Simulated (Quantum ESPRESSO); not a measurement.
Crystal: Al2Au.

```
CELL_PARAMETERS angstrom
0.00000 3.00000 3.00000
3.00000 0.00000 3.00000
3.00000 3.00000 0.00000
ATOMIC_POSITIONS crystal
Au 0.00000 0.00000 0.00000
Al 0.75000 0.75000 0.75000
Al 0.25000 0.25000 0.25000
```

* Program: Quantum ESPRESSO 7.5
* Task: phonons
* Functional: LDA
* Potentials or basis: JTH 2.0 LDA
* Cutoff: 707 eV
* Density cutoff: 4245 eV
* k mesh: 8 × 8 × 8
* Occupations: cold, width 0.2 eV
* Spin: no spin polarisation
* Form of the LDA correlation: PW92
* Mixing beta: 0.5
* Most SCF iterations: 120
* SCF threshold: 6e-10 Ry

The cell and the atoms were relaxed first, to 17.55 Å³/atom (a = 4.207 Å, b = 4.207 Å, c = 4.207 Å, α = 60.00°, β = 60.00°, γ = 60.00°), and the response was taken there.

Question: Which optical modes does the crystal have at the zone centre, and which show in infrared and Raman spectra?

Answer: The optical modes are T1u + T2g. Infrared active: T1u. Raman active: T2g.

Optical modes at Γ, degenerate ones joined:
```
cm⁻¹  components  symmetry  active in
 235           3       T1u         IR
 264           3       T2g      Raman
```
